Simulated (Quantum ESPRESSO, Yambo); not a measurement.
# LiF (Griceite): changed settings of a GW run in Yambo

Aim: change inputs of a GW run on LiF (Griceite) and see what moves.

Calculated with Yambo 5.3.0; PBE and many-body steps on it, plane waves.

## Step 1: The starting structure

It takes space group Fm-3m (No. 225, cubic). The conventional cell has a = 4.028 Å, b = 4.028 Å, c = 4.028 Å, α = 90.00°, β = 90.00°, γ = 90.00°. Nearest to Li lie 6 F at 2.01 Å. Nearest to F lie 6 Li at 2.01 Å. Farther neighbours and most contacts between anions are not listed.

Structure file:

```cif
data_structure
_symmetry_space_group_name_H-M 'P 1'
_symmetry_Int_Tables_number 1
_cell_length_a 2.8482
_cell_length_b 2.8482
_cell_length_c 2.8482
_cell_angle_alpha 60.000
_cell_angle_beta 60.000
_cell_angle_gamma 60.000
_cell_volume 16.34
loop_
_atom_site_label
_atom_site_type_symbol
_atom_site_fract_x
_atom_site_fract_y
_atom_site_fract_z
_atom_site_occupancy
Li1 Li 0.00000 0.00000 0.00000 1
F2 F 0.50000 0.50000 0.50000 1
```

The cell and positions come from the Crystallography Open Database and are kept as given unless a step says otherwise.

## Step 2: Base

This step: Yambo 5.3.0; G0W0 on PBE, plane waves, norm-conserving pseudopotentials.

Now the one-shot GW correction: screening in the RPA, then the self-energy of the levels asked for.

gw1.in

```
HF_and_locXC
gw0
dyson
ppa
em1d
rim_cut
RandQpts= 1000000
RandGvec= 1 RL
EXXRLvcs= 72 Ry
VXCRLvcs= 288 Ry
Chimod= "HARTREE"
% BndsRnXp
 1 | 44 |
%
NGsBlkXp= 13 Ry
% LongDrXp
 1 | 1 | 1 |
%
% GbndRnge
 1 | 44 |
%
DysSolver= "n"
ExtendOut
PPAPntXp= 27.21138 eV
% QPkrange
 1 | 1 | 4 | 7 |
%
```

Run with:

```sh
$ OMP_NUM_THREADS=1 mpirun -n 4 yambo -F gw1.in -J gw1 -C gw1 > gw1.log
```

The program printed:

```text
 Yambo, version 5.3.0

 [02] CORE Variables Setup
 =========================

  [... cell, symmetries and grids as in the set-up ...]

  [02.05] Energies & Occupations
  ==============================

  [X] === General ===
  [X] Electronic Temperature                        :  0.000000  0.000000 [eV K]
  [X] Bosonic    Temperature                        :  0.000000  0.000000 [eV K]
  [X] Finite Temperature mode                       : no
  [X] El. density                                   :  0.61206E+24 [cm-3]
  [X] Fermi Level                                   :  0.906508 [eV]

  [X] === Gaps and Widths ===
  [X] Conduction Band Min                           :  9.114627 [eV]
  [X] Valence Band Max                              :  0.000000 [eV]
  [X] Filled Bands                                  :   5
  [X] Empty Bands                                   :    6   44
  [X] Direct Gap                                    :  9.114627 [eV]
  [X] Direct Gap localized at k                     :  1
  [X] Indirect Gap                                  :  9.114627 [eV]
  [X] Indirect Gap between kpts                     :  1  1
  [X] Last valence band width                       :  0.989798 [eV]
  [X] 1st conduction band width                     :  5.964288 [eV]

 [03] Transferred momenta grid and indexing
 ==========================================

 IBZ Q-points                                      :  29
 BZ  Q-points                                      :   512

 K/Q-points units:
 rlu = crystal or reduced units; cc = cartesian coordinates; iku = interal k-units

 Q [ 1]         [rlu]:  0.000000  0.000000  0.000000
 Q [ 2]         [rlu]: -0.44736E-17 -0.44736E-17  0.12500
 Q [ 3]         [rlu]: -0.89471E-17 -0.89471E-17  0.25000
 Q [ 4]         [rlu]:  0.59525E-19  0.59525E-19  0.37500
 Q [ 5]         [rlu]:  0.17894E-16  0.17894E-16 -0.50000
 Q [ 6]         [rlu]: -0.89590E-17  0.12500      0.12500
 Q [ 7]         [rlu]:  0.39326E-17  0.12500      0.25000
 Q [ 8]         [rlu]: -0.89471E-17  0.12500      0.37500
 Q [ 9]         [rlu]: -0.26293E-17  0.12500      0.50000
 Q [10]         [rlu]:  0.17894E-16  0.12500     -0.37500
     [... 17 further rows ...]
 Q [28]         [rlu]:  0.125000 -0.500000 -0.375000
 Q [29]         [rlu]:  0.250000 -0.500000 -0.250000

 [04] Coloumb potential Random Integration (RIM)
 ===============================================

  [04.01] RIM initialization
  ==========================

  * Diagonal components only detected *

  8 x (sBL volume)        :  0.035152 [a.u.]
  sBZ random points       :  1000000
  Points outside the sBZ  :   7968281
  RL volume               :  2.249752 [a.u.]
  Integrated volume       :  2.258707 [a.u.]

  [04.02] RIM integrals
  =====================

  Gamma point sphere radius             :  0.059420 [a.u.]
  Points outside the sphere             :   800476
  [Int_sBZ(q=0) 1/q^2]*(Vol_sBZ)^(-1/3) =:  7.776341
                                 should be <:  7.795600

  Summary of Coulomb integrals for non-metallic bands |Q|[au] RIM/Bare

  Q [1] 0.100000E-4 0.997530 * Q [2] 0.178715 1.068930
  Q [6] 0.206363 1.066842 * Q [12] 0.291841 1.029370
  Q [7] 0.342214 1.022832 * Q [3] 0.357431 1.020719
  Q [13] 0.412726 1.016898 * Q [11] 0.449757 1.014268
  Q [22] 0.461441 1.014084 * Q [8] 0.505484 1.012338
  Q [14] 0.536146 1.011418 * Q [4] 0.536146 1.011475
[...]
Q [27] 0.744052 1.007617 * Q [24] 0.772139 1.007383
  Q [26] 0.792552 1.007323 * Q [21] 0.825451 1.007269
  Q [28] 0.850856 1.007103 * Q [20] 0.875523 1.006561
  Q [29] 0.922883 1.006652

 [05] Dipoles
 ============

  [05.01] Setup: observables and procedures
  =========================================

 [06] Dynamic Dielectric Matrix (PPA)
 ====================================

 [WR./gw1//ndb.pp]---------------------------------------------------------------
  Brillouin Zone Q/K grids (IBZ/BZ)                :    29   512    29   512
  RL vectors                                       :  1639 [WF]
  Coulomb cutoff potential                         : none
  Electronic Temperature                           :  0.000000 [K]
  Bosonic    Temperature                           :  0.000000 [K]
  PPA    diel. fun.  energies                      : Perdew, Burke & Ernzerhof(X)+Perdew, Burke & Ernzerhof(C)
  wavefunctions                                    : Perdew, Burke & Ernzerhof(X)+Perdew, Burke & Ernzerhof(C)
  Global Gauge                                     : length
  X matrix size                                    :  113
  X band range                                     :    1   44
  X e/h energy range                               : -1.000000 -1.000000 [eV]
  X Time ordering                                  : R
  X Hxc Kernel                                     : HARTREE
  X Drude frequency                                :  0.000000  0.000000
  X poles                                          :  100.0000 [o/o]
  RL vectors in the sum                            :  1639
  [r,Vnl] included                                 : yes
  Field direction                                  :  0.577350E-5  0.577350E-5  0.577350E-5
  BZ energy Double Grid                            : no
  BZ energy DbGd points                            : 0
  BZ Q point size factor                           : -1.000000
  X Optical Averaged directions                    : none

 [07] Local Exchange-Correlation + Non-Local Fock
 ================================================

 [VXC] Plane waves :   9185
 [EXS] Plane waves :  1211

 QP @ state[ 1 ] K range:  1  1
 QP @ state[ 1 ] b range:   4   7

 [xc] Functional : Perdew, Burke & Ernzerhof(X)+Perdew, Burke & Ernzerhof(C)
 [xc] LIBXC used to calculate xc functional
  PP Number of Atomic Species                      :  2
  NLCC RL compoments                               :   9185
  PP Number of Atomic Species                      :  2
  NLCC RL compoments                               :   9185

 [xc] E_xc :  -6.404302 [Ha]
      E_xc :  -12.80860 [Ry]

  Local XC kind (lXC) : Perdew, Burke & Ernzerhof(X)+Perdew, Burke & Ernzerhof(C)
  Non-Local XC kind (nlXC) : Hartree-Fock

  Corrections @ K [1] :  [eV]
 <4|nlXC|4> = -30.73970 -0.11351E-16 <4|lXC|4> = -23.05347 -0.37763E-15
 <5|nlXC|5> = -30.73968 -0.15828E-16 <5|lXC|5> = -23.05347  0.000000
 <6|nlXC|6> = -6.622725  0.19262E-18 <6|lXC|6> = -11.45042 -0.75527E-15
 <7|nlXC|7> = -3.081230 -0.25360E-18 <7|lXC|7> = -10.01124  0.18882E-15

 [08] Dyson equation: Newton solver
 ==================================

  [08.01] G0W0 (W PPA)
  ====================

  [  GW  ] Bands range     :    1   44
  [GW/PPA] G damping       :  0.100000 [eV]

  QP @ state[ 1 ] K range:  1  1
  QP @ state[ 1 ] b range:   4   7

   Sc/G bands                                       :    1   44
   Sc/G damping                                     :  0.100000 ev
   Sc bands terminator                              : no
   Sx RL components                                 :  1211

   QP @ state[ 1 ] K range                          :  1  1
   QP @ state[ 1 ] b range                          :   4   7
   GF energies kind                                 : Perdew, Burke & Ernzerhof(X)+Perdew, Burke & Ernzerhof(C)
   GF WF`s kind                                     : Perdew, Burke & Ernzerhof(X)+Perdew, Burke & Ernzerhof(C)
   Xs energies kind                                 : Perdew, Burke & Ernzerhof(X)+Perdew, Burke & Ernzerhof(C)
   Xs WF`s kind                                     : Perdew, Burke & Ernzerhof(X)+Perdew, Burke & Ernzerhof(C)

 [11] Game Over & Game summary
```

The job ended after 2.6 min (4 MPI ranks of Intel Xeon 6975P-C (Granite Rapids), shared host; peak memory 1.3 GiB).

This step gave:

| Item | Value |
| --- | --- |
| G0W0 gap on the points computed | 13.24 eV |
| starting gap on the mesh | 9.115 eV |
| k of the valence top | 0, 0, 0 |
| k of the conduction bottom | 0, 0, 0 |
| least direct G0W0 gap on the computed points | 13.24 eV |
| Z at the valence top | 0.8284 |
| Z at the conduction bottom | 0.8913 |

The gap on the mesh goes from 9.11 eV to 13.24 eV, a correction of +4.12 eV.

## Step 3: Pole fitted at another frequency

gw2.in

```
HF_and_locXC
gw0
dyson
ppa
em1d
rim_cut
RandQpts= 1000000
RandGvec= 1 RL
EXXRLvcs= 72 Ry
VXCRLvcs= 288 Ry
Chimod= "HARTREE"
% BndsRnXp
 1 | 44 |
%
NGsBlkXp= 13 Ry
% LongDrXp
 1 | 1 | 1 |
%
% GbndRnge
 1 | 44 |
%
DysSolver= "n"
ExtendOut
PPAPntXp= 15 eV
% QPkrange
 1 | 1 | 4 | 7 |
%
```

Run with:

```sh
$ OMP_NUM_THREADS=1 mpirun -n 4 yambo -F gw2.in -J gw2 -C gw2 > gw2.log
```

The program printed:

```text
 Yambo, version 5.3.0

 [02] CORE Variables Setup
 =========================

  [... cell, symmetries and grids as in the set-up ...]

  [02.05] Energies & Occupations
  ==============================

  [X] === General ===
  [X] Electronic Temperature                        :  0.000000  0.000000 [eV K]
  [X] Bosonic    Temperature                        :  0.000000  0.000000 [eV K]
  [X] Finite Temperature mode                       : no
  [X] El. density                                   :  0.61206E+24 [cm-3]
  [X] Fermi Level                                   :  0.906508 [eV]

  [X] === Gaps and Widths ===
  [X] Conduction Band Min                           :  9.114627 [eV]
  [X] Valence Band Max                              :  0.000000 [eV]
  [X] Filled Bands                                  :   5
  [X] Empty Bands                                   :    6   44
  [X] Direct Gap                                    :  9.114627 [eV]
  [X] Direct Gap localized at k                     :  1
  [X] Indirect Gap                                  :  9.114627 [eV]
  [X] Indirect Gap between kpts                     :  1  1
  [X] Last valence band width                       :  0.989798 [eV]
  [X] 1st conduction band width                     :  5.964288 [eV]

 [03] Transferred momenta grid and indexing
 ==========================================

 IBZ Q-points                                      :  29
 BZ  Q-points                                      :   512

 K/Q-points units:
 rlu = crystal or reduced units; cc = cartesian coordinates; iku = interal k-units

 Q [ 1]         [rlu]:  0.000000  0.000000  0.000000
 Q [ 2]         [rlu]: -0.44736E-17 -0.44736E-17  0.12500
 Q [ 3]         [rlu]: -0.89471E-17 -0.89471E-17  0.25000
[...]
================================================

 [VXC] Plane waves :   9185
 [EXS] Plane waves :  1211

 QP @ state[ 1 ] K range:  1  1
 QP @ state[ 1 ] b range:   4   7

 [xc] Functional : Perdew, Burke & Ernzerhof(X)+Perdew, Burke & Ernzerhof(C)
 [xc] LIBXC used to calculate xc functional
  PP Number of Atomic Species                      :  2
  NLCC RL compoments                               :   9185
  PP Number of Atomic Species                      :  2
  NLCC RL compoments                               :   9185

 [xc] E_xc :  -6.404302 [Ha]
      E_xc :  -12.80860 [Ry]

  Local XC kind (lXC) : Perdew, Burke & Ernzerhof(X)+Perdew, Burke & Ernzerhof(C)
  Non-Local XC kind (nlXC) : Hartree-Fock

  Corrections @ K [1] :  [eV]
 <4|nlXC|4> = -30.73970 -0.11351E-16 <4|lXC|4> = -23.05347 -0.37763E-15
 <5|nlXC|5> = -30.73968 -0.15828E-16 <5|lXC|5> = -23.05347  0.000000
 <6|nlXC|6> = -6.622725  0.19262E-18 <6|lXC|6> = -11.45042 -0.75527E-15
 <7|nlXC|7> = -3.081230 -0.25360E-18 <7|lXC|7> = -10.01124  0.18882E-15

 [08] Dyson equation: Newton solver
 ==================================

  [08.01] G0W0 (W PPA)
  ====================

  [  GW  ] Bands range     :    1   44
  [GW/PPA] G damping       :  0.100000 [eV]

  QP @ state[ 1 ] K range:  1  1
  QP @ state[ 1 ] b range:   4   7

   Sc/G bands                                       :    1   44
   Sc/G damping                                     :  0.100000 ev
   Sc bands terminator                              : no
   Sx RL components                                 :  1211

   QP @ state[ 1 ] K range                          :  1  1
   QP @ state[ 1 ] b range                          :   4   7
   GF energies kind                                 : Perdew, Burke & Ernzerhof(X)+Perdew, Burke & Ernzerhof(C)
   GF WF`s kind                                     : Perdew, Burke & Ernzerhof(X)+Perdew, Burke & Ernzerhof(C)
   Xs energies kind                                 : Perdew, Burke & Ernzerhof(X)+Perdew, Burke & Ernzerhof(C)
   Xs WF`s kind                                     : Perdew, Burke & Ernzerhof(X)+Perdew, Burke & Ernzerhof(C)

 [11] Game Over & Game summary
```

Run time: 2.7 min. Hardware: 4 MPI ranks; peak memory 1.3 GiB; 11 min of CPU time.

Numbers from this step:

```yaml
g0w0_gap_on_the_points_computed: 13.18 eV
starting_gap_on_the_mesh: 9.115 eV
k_of_the_valence_top: 0, 0, 0
k_of_the_conduction_bottom: 0, 0, 0
least_direct_g0w0_gap_on_the_computed_points: 13.18 eV
z_at_the_valence_top: 0.8157
z_at_the_conduction_bottom: 0.8838
```

Against G0W0 in Yambo (8×8×8 mesh, 44 bands, screening to 176.9 eV, Godby-Needs plasmon pole), the gap moves by −0.058 eV.

## Step 4: Core charge in Vxc

gw3.in

```
HF_and_locXC
gw0
dyson
ppa
em1d
rim_cut
RandQpts= 1000000
RandGvec= 1 RL
EXXRLvcs= 72 Ry
VXCRLvcs= 288 Ry
Chimod= "HARTREE"
% BndsRnXp
 1 | 44 |
%
NGsBlkXp= 13 Ry
% LongDrXp
 1 | 1 | 1 |
%
% GbndRnge
 1 | 44 |
%
DysSolver= "n"
ExtendOut
PPAPntXp= 27.21138 eV
% QPkrange
 1 | 1 | 4 | 7 |
%
UseNLCC
```

Run with:

```sh
$ OMP_NUM_THREADS=1 mpirun -n 4 yambo -F gw3.in -J gw3,gw1_W -C gw3 > gw3.log
```

The program printed:

```text
 Yambo, version 5.3.0

 [02] CORE Variables Setup
 =========================

  [... cell, symmetries and grids as in the set-up ...]

  [02.05] Energies & Occupations
  ==============================

  [X] === General ===
  [X] Electronic Temperature                        :  0.000000  0.000000 [eV K]
  [X] Bosonic    Temperature                        :  0.000000  0.000000 [eV K]
  [X] Finite Temperature mode                       : no
  [X] El. density                                   :  0.61206E+24 [cm-3]
[...]
Sx RL components                                 :  1211

   QP @ state[ 1 ] K range                          :  1  1
   QP @ state[ 1 ] b range                          :   4   7
   GF energies kind                                 : Perdew, Burke & Ernzerhof(X)+Perdew, Burke & Ernzerhof(C)
   GF WF`s kind                                     : Perdew, Burke & Ernzerhof(X)+Perdew, Burke & Ernzerhof(C)
   Xs energies kind                                 : Perdew, Burke & Ernzerhof(X)+Perdew, Burke & Ernzerhof(C)
   Xs WF`s kind                                     : Perdew, Burke & Ernzerhof(X)+Perdew, Burke & Ernzerhof(C)

 [11] Game Over & Game summary
```

The job ended after 18 s (4 MPI ranks; peak memory 1.2 GiB; 70 s of CPU time).

This step gave:

| Property | Result |
| --- | --- |
| G0W0 gap on the points computed | 13.04 eV |
| starting gap on the mesh | 9.115 eV |
| k of the valence top | 0, 0, 0 |
| k of the conduction bottom | 0, 0, 0 |
| least direct G0W0 gap on the computed points | 13.04 eV |

Against G0W0 in Yambo (8×8×8 mesh, 44 bands, screening to 176.9 eV, Godby-Needs plasmon pole), the gap moves by −0.201 eV.

## Step 5: No random integration

gw4.in

```
HF_and_locXC
gw0
dyson
ppa
em1d
rim_cut
RandQpts= 0
RandGvec= 1 RL
EXXRLvcs= 72 Ry
VXCRLvcs= 288 Ry
Chimod= "HARTREE"
% BndsRnXp
 1 | 44 |
%
NGsBlkXp= 13 Ry
% LongDrXp
 1 | 1 | 1 |
%
% GbndRnge
 1 | 44 |
%
DysSolver= "n"
ExtendOut
PPAPntXp= 27.21138 eV
% QPkrange
 1 | 1 | 4 | 7 |
%
```

Run with:

```sh
$ OMP_NUM_THREADS=1 mpirun -n 4 yambo -F gw4.in -J gw4,gw1_W -C gw4 > gw4.log
```

The program printed:

```text
 Yambo, version 5.3.0

 [02] CORE Variables Setup
 =========================

  [... cell, symmetries and grids as in the set-up ...]

  [02.05] Energies & Occupations
  ==============================

  [X] === General ===
  [X] Electronic Temperature                        :  0.000000  0.000000 [eV K]
  [X] Bosonic    Temperature                        :  0.000000  0.000000 [eV K]
  [X] Finite Temperature mode                       : no
  [X] El. density                                   :  0.61206E+24 [cm-3]
  [X] Fermi Level                                   :  0.906508 [eV]

  [X] === Gaps and Widths ===
  [X] Conduction Band Min                           :  9.114627 [eV]
  [X] Valence Band Max                              :  0.000000 [eV]
  [X] Filled Bands                                  :   5
  [X] Empty Bands                                   :    6   44
  [X] Direct Gap                                    :  9.114627 [eV]
  [X] Direct Gap localized at k                     :  1
  [X] Indirect Gap                                  :  9.114627 [eV]
  [X] Indirect Gap between kpts                     :  1  1
  [X] Last valence band width                       :  0.989798 [eV]
  [X] 1st conduction band width                     :  5.964288 [eV]

 [03] Transferred momenta grid and indexing
 ==========================================

 IBZ Q-points                                      :  29
 BZ  Q-points                                      :   512

 K/Q-points units:
 rlu = crystal or reduced units; cc = cartesian coordinates; iku = interal k-units

 Q [ 1]         [rlu]:  0.000000  0.000000  0.000000
 Q [ 2]         [rlu]: -0.44736E-17 -0.44736E-17  0.12500
 Q [ 3]         [rlu]: -0.89471E-17 -0.89471E-17  0.25000
[...]
Q [ 8]         [rlu]: -0.89471E-17  0.12500      0.37500
 Q [ 9]         [rlu]: -0.26293E-17  0.12500      0.50000
 Q [10]         [rlu]:  0.17894E-16  0.12500     -0.37500
     [... 17 further rows ...]
 Q [28]         [rlu]:  0.125000 -0.500000 -0.375000
 Q [29]         [rlu]:  0.250000 -0.500000 -0.250000

 [04] Dipoles
 ============

  [04.01] Setup: observables and procedures
  =========================================

 [05] Dynamic Dielectric Matrix (PPA)
 ====================================

   Sc/G bands                                       :    1   44
   Sc/G damping                                     :  0.100000 ev
   Sc bands terminator                              : no
   Sx RL components                                 :  1211

   QP @ state[ 1 ] K range                          :  1  1
   QP @ state[ 1 ] b range                          :   4   7
   GF energies kind                                 : Perdew, Burke & Ernzerhof(X)+Perdew, Burke & Ernzerhof(C)
   GF WF`s kind                                     : Perdew, Burke & Ernzerhof(X)+Perdew, Burke & Ernzerhof(C)
   Xs energies kind                                 : Perdew, Burke & Ernzerhof(X)+Perdew, Burke & Ernzerhof(C)
   Xs WF`s kind                                     : Perdew, Burke & Ernzerhof(X)+Perdew, Burke & Ernzerhof(C)

 [10] Game Over & Game summary
```

Wall time 22 s (4 MPI ranks); peak memory 1.2 GiB.

This step gave:

```
G0W0 gap on the points computed              : 13.11 eV
starting gap on the mesh                     : 9.115 eV
k of the valence top                         : 0, 0, 0
k of the conduction bottom                   : 0, 0, 0
least direct G0W0 gap on the computed points : 13.11 eV
Z at the valence top                         : 0.8305
Z at the conduction bottom                   : 0.8935
```

(Continued in part 2 of 2.)

[Paths, hosts, dates, memory and timing lines, banners, echoed tables and standing remarks are left out of the program output.]

[Logs are printed without paths, hosts, clocks, repeated set-up lines and the standing remarks that a program may print on its own settings, such as how far it seeks lower states.]

[Runs of the session that timed out or met a known fault of the program may be left out.]

[Hosts, paths, dates, database ids (printed as entryN), source tags and the programs' standing remarks are cut or masked in the printed files.]
